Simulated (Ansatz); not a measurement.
SnO:

```
Sn O
1.0
     3.13193    0.00000    0.00000
     0.00000    3.13193    0.00000
     0.00000    0.00000    3.13193
Sn O
1 1
Cartesian
  0.0000 0.0000 0.0000
  1.5660 1.5660 1.5660
```

The cell was built by a generator and needn't be a form met in nature.

```yaml
Program: Ansatz 0.2.0
Task: single point
Functional: PBE
Potentials_or_basis: all-electron LAPW, scalar-relativistic
Cutoff: 223 eV (chosen from the basis error)
Basis_error_allowed: 0.001 eV/atom
k_mesh: 9 × 9 × 9
Occupations: fermi-dirac, width 0.05 eV
Spin: no spin polarisation
```

On this cell: pressure 0.0 GPa; largest force zero by symmetry; band gap on the k mesh 0.48 eV, indirect (least direct gap 0.92 eV).

The same run follows on a disturbed copy (atoms moved at random, drawn with an rms of 0.05 Å):

```
CELL_PARAMETERS angstrom
3.13193 0.00000 0.00000
0.00000 3.13193 0.00000
0.00000 0.00000 3.13193
ATOMIC_POSITIONS crystal
Sn 0.01028 0.99187 0.99583
O 0.49555 0.51364 0.50290
```

What does the disturbed cell give?

The energy moves by -6.6 meV/atom; pressure 0.1 GPa; largest force 0.310 eV/Å; band gap on the k mesh 0.48 eV, indirect (least direct gap 0.91 eV).

Forces on the atoms (eV/Å):
```
Sn   0.168 -0.247 -0.081
O   -0.168  0.247  0.081
```

Stress tensor (GPa, compression positive):
```
 0.05  0.06  0.02
 0.06  0.14 -0.03
 0.02 -0.03 -0.01
```

The energy falls, though the first cell shows no forces: that form is unstable against this distortion, unless noise or another electronic state is at work.

Caveats: spin-orbit coupling is left out, which moves the levels of the heavy elements; an odd mesh through Γ misses points on the zone boundary, where band edges often lie.
